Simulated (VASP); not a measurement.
# SnO2 (Cassiterite) (P4_2/mnm) in VASP: further runs, part 3 of 3

VASP 6.6.1. Earlier steps stand in the parts before.

## Step 6: Dielectric tensor, PBEsol

This run uses another cell than the first one, of 12.20 Å³/atom, 1.025 times its volume.

INCAR

```
SYSTEM = SnO2
ALGO = Fast
EDIFF = 1E-8
ENCUT = 600
GGA = PS
ISIF = 2
ISMEAR = 0
KPAR = 2
LASPH = .TRUE.
LCHARG = .FALSE.
LEPSILON = .TRUE.
LREAL = .FALSE.
LWAVE = .FALSE.
NELM = 80
PREC = Accurate
SIGMA = 0.03
```

KPOINTS

```
k-points
0
Monkhorst
  8 8 12
  0 0 0
```

POSCAR

```
SnO2                                    
1.0
    4.7713007433      0.0000000000      0.0000000000
    0.0000000000      4.7713007433      0.0000000000
    0.0000000000      0.0000000000      3.2160930731
  Sn              O             
     2     4
Direct
     0.0000000000000000    0.0000000000000000    0.0000000000000000
     0.5000000000000000    0.5000000000000000    0.5000000000000000
     0.3062554073548520    0.3062554073548520    0.0000000000000000
     0.1937445926451481    0.8062554073548519    0.5000000000000000
     0.6937445926451481    0.6937445926451481    0.0000000000000000
     0.8062554073548519    0.1937445926451481    0.5000000000000000
```

Potentials or basis: VASP PAW PBE potentials, release 64 (Sn_d, O).

Command:

```console
> cat potpaw_PBE.64/Sn_d/POTCAR potpaw_PBE.64/O/POTCAR > POTCAR
> mpirun -np 2 vasp_std > vasp.out
```

OUTCAR:

```text
SYSTEM = SnO2
   EDIFF = 1E-8
   ENCUT = 600
   GGA = PS
   ISIF = 2
   ISMEAR = 0
   LASPH = .TRUE.
   LEPSILON = .TRUE.
   LREAL = .FALSE.
   NELM = 80
   PREC = Accurate

 ion  position               nearest neighbor table
   1  0.000  0.000  0.000-   3 2.07   5 2.07   4 2.07   6 2.07   4 2.07   6 2.07   2 3.74   2 3.74
                             2 3.74   2 3.74   2 3.74   2 3.74   2 3.74   2 3.74
   2  0.500  0.500  0.500-   4 2.07   6 2.07   5 2.07   3 2.07   3 2.07   5 2.07   1 3.74   1 3.74
                             1 3.74   1 3.74   1 3.74   1 3.74   1 3.74   1 3.74
   3  0.306  0.306  0.000-   1 2.07   2 2.07   2 2.07
   4  0.194  0.806  0.500-   2 2.07   1 2.07   1 2.07
   5  0.694  0.694  0.000-   1 2.07   2 2.07   2 2.07
   6  0.806  0.194  0.500-   2 2.07   1 2.07   1 2.07

  LATTYP: Found a simple tetragonal cell.
 ALAT       =     4.7713007433
 C/A-ratio  =     0.6740495404

  Lattice vectors:

 A1 = (   4.7713007433,   0.0000000000,   0.0000000000)
 A2 = (   0.0000000000,   4.7713007433,   0.0000000000)
 A3 = (   0.0000000000,   0.0000000000,   3.2160930731)

Analysis of symmetry for initial positions (statically):
=====================================================================
 Subroutine PRICEL returns:
 Original cell was already a primitive cell.

 Routine SETGRP: Setting up the symmetry group for a
 simple tetragonal supercell.

 Subroutine GETGRP returns: Found 16 space group operations
 (whereof  8 operations were pure point group operations)
 out of a pool of 16 trial point group operations.

The static configuration has the point symmetry D_2h.
 The point group associated with its full space group is D_4h.

Analysis of symmetry for dynamics (positions and initial velocities):
=====================================================================
 Subroutine PRICEL returns:
 Original cell was already a primitive cell.

 Routine SETGRP: Setting up the symmetry group for a
 simple tetragonal supercell.

 Subroutine GETGRP returns: Found 16 space group operations
 (whereof  8 operations were pure point group operations)
 out of a pool of 16 trial point group operations.

The dynamic configuration has the point symmetry D_2h.
 The point group associated with its full space group is D_4h.

 Subroutine INISYM returns: Found 16 space group operations
 (whereof  8 operations are pure point group operations),
 and found     1 'primitive' translations

----------------------------------------------------------------------------------------

                                     Primitive cell

  volume of cell :      73.2154

  direct lattice vectors                    reciprocal lattice vectors
     4.771300743  0.000000000  0.000000000     0.209586453  0.000000000  0.000000000
     0.000000000  4.771300743  0.000000000     0.000000000  0.209586453  0.000000000
     0.000000000  0.000000000  3.216093073     0.000000000  0.000000000  0.310936275

  length of vectors
     4.771300743  4.771300743  3.216093073     0.209586453  0.209586453  0.310936275

  position of ions in fractional coordinates (direct lattice)
     0.000000000  0.000000000  0.000000000
     0.500000000  0.500000000  0.500000000
     0.306255407  0.306255407  0.000000000
     0.193744593  0.806255407  0.500000000
[... 963 lines left out ...]
  volume of cell :       73.22
      direct lattice vectors                 reciprocal lattice vectors
     4.771300743  0.000000000  0.000000000     0.209586453  0.000000000  0.000000000
     0.000000000  4.771300743  0.000000000     0.000000000  0.209586453  0.000000000
     0.000000000  0.000000000  3.216093073     0.000000000  0.000000000  0.310936275

 POSITION                                       TOTAL-FORCE (eV/Angst)
 -----------------------------------------------------------------------------------
      0.00000      0.00000      0.00000        -0.000000     -0.000000      0.000000
      2.38565      2.38565      1.60805        -0.000000     -0.000000      0.000000
      1.46124      1.46124      0.00000        -0.001125     -0.001125      0.000000
      0.92441      3.84689      1.60805         0.001125     -0.001125      0.000000
      3.31006      3.31006      0.00000         0.001125      0.001125     -0.000000
      3.84689      0.92441      1.60805        -0.001125      0.001125     -0.000000
 -----------------------------------------------------------------------------------
    total drift:                                0.000000     -0.000000     -0.000000

  FREE ENERGIE OF THE ION-ELECTRON SYSTEM (eV)
  ---------------------------------------------------
  free  energy   TOTEN  =       -39.6796496033 eV

  energy  without entropy=      -39.6796496033  energy(sigma->0) =      -39.67964960

 HEAD OF MICROSCOPIC STATIC DIELECTRIC TENSOR (INDEPENDENT PARTICLE, excluding Hartree and local field effects)
 ------------------------------------------------------
           4.620182    -0.000000     0.000000
           0.000000     4.620182     0.000000
           0.000000     0.000000     4.914624
 ------------------------------------------------------

 Free energy of the ion-electron system (eV)
  ---------------------------------------------------
  ---------------------------------------------------
  free energy    TOTEN  =        -0.75204393 eV

  energy without entropy =       -0.75204393

------------------------ aborting loop because EDIFF is reached ----------------------------------------

--------------------------------------- Ionic step        2  -------------------------------------------

------------------------ aborting loop because EDIFF is reached ----------------------------------------

--------------------------------------- Ionic step        3  -------------------------------------------

 Free energy of the ion-electron system (eV)
  ---------------------------------------------------
  ---------------------------------------------------
  free energy    TOTEN  =        -0.81352631 eV

  energy without entropy =       -0.81352631

------------------------ aborting loop because EDIFF is reached ----------------------------------------

 PIEZOELECTRIC TENSOR FIELD DIRECTION 3  (e Angst)
 -----------------------------------------------------------------------------
     0.00209  0.00000  0.00000           ( -0.00000 -0.00000  0.00000)
    -0.00000  0.00209  0.00000           ( -0.00000 -0.00000  0.00000)
     0.00000  0.00000 -0.00708           (  0.00000  0.00000 -0.00019)

 PIEZOELECTRIC TENSOR FIELD DIRECTION 3  (C/m^2)
 -----------------------------------------------------------------------------
     0.00046  0.00000  0.00000
    -0.00000  0.00046  0.00000
     0.00000  0.00000 -0.00155

 MACROSCOPIC STATIC DIELECTRIC TENSOR (including local field effects in DFT)
 ------------------------------------------------------
           4.513862     0.000000     0.000000
           0.000000     4.513862     0.000000
           0.000000     0.000000     4.796872
 ------------------------------------------------------

 PIEZOELECTRIC TENSOR (including local field effects)  for field in x, y, z        (e  Angst)
          XX          YY          ZZ          XY          YZ          ZX
  --------------------------------------------------------------------------------
  x     0.00000     0.00000     0.00000     0.00000     0.00000     0.00000
  y     0.00000     0.00000     0.00000     0.00000     0.00000     0.00000
  z     0.00000     0.00000     0.00000     0.00000     0.00000     0.00000

 PIEZOELECTRIC TENSOR (including local field effects)  for field in x, y, z        (C/m^2)
          XX          YY          ZZ          XY          YZ          ZX
  --------------------------------------------------------------------------------
  x     0.00000     0.00000     0.00000     0.00000     0.00000     0.00000
  y     0.00000     0.00000     0.00000     0.00000     0.00000     0.00000
  z     0.00000     0.00000     0.00000     0.00000     0.00000     0.00000

 BORN EFFECTIVE CHARGES (including local field effects) (in |e|, cummulative output)
 ---------------------------------------------------------------------------------
 ion    1
    1     4.09546     0.47206     0.00000
    2     0.47206     4.09546     0.00000
    3     0.00000     0.00000     4.48649
 ion    2
    1     4.09546    -0.47206     0.00000
    2    -0.47206     4.09546     0.00000
    3     0.00000     0.00000     4.48649
 ion    3
    1    -2.04773    -0.72495     0.00000
    2    -0.72495    -2.04773     0.00000
    3     0.00000     0.00000    -2.24324
 ion    4
    1    -2.04773     0.72495     0.00000
    2     0.72495    -2.04773     0.00000
    3     0.00000     0.00000    -2.24324
 ion    5
    1    -2.04773    -0.72495     0.00000
    2    -0.72495    -2.04773     0.00000
    3     0.00000     0.00000    -2.24324
 ion    6
    1    -2.04773     0.72495     0.00000
    2     0.72495    -2.04773     0.00000
    3     0.00000     0.00000    -2.24324
```

Run time: 16 min. Hardware: 2 MPI ranks of Intel Xeon Platinum 8375C at 2.90GHz (Ice Lake), shared host; peak memory 0.69 GiB.

What came out:

| Item | Value |
| --- | --- |
| Electronic dielectric tensor (diagonal) | 4.51, 4.51, 4.80 |
| Born charges (mean of the diagonal) | Sn +4.23; O -2.11 e |

Levels at points of the mesh, in eV from the valence-band top:
| k point | band 23 | band 24 | band 25 | band 26 | band 27 | band 28 | band 29 | band 30 |
| --- | --- | --- | --- | --- | --- | --- | --- | --- |
| (0.06, 0.06, 0.04) | -1.28 | -0.88 | -0.72 | 0.00 | 1.31 | 5.82 | 6.21 | 6.22 |

Electronic dielectric tensor:
```
4.51 0.00 0.00
0.00 4.51 0.00
0.00 0.00 4.80
```

Born effective charge tensors (e):
atom 1, Sn
```
4.10 0.47 0.00
0.47 4.10 0.00
0.00 0.00 4.49
```
atom 2, Sn
```
 4.10 -0.47  0.00
-0.47  4.10  0.00
 0.00  0.00  4.49
```
atom 3, O
```
-2.05 -0.72  0.00
-0.72 -2.05  0.00
 0.00  0.00 -2.24
```
atom 4, O
```
-2.05  0.72  0.00
 0.72 -2.05  0.00
 0.00  0.00 -2.24
```
atom 5, O
```
-2.05 -0.72  0.00
-0.72 -2.05  0.00
 0.00  0.00 -2.24
```
atom 6, O
```
-2.05  0.72  0.00
 0.72 -2.05  0.00
 0.00  0.00 -2.24
```

Caveat: the PAW data sets were made with another functional, which shifts forces and pressure a little.
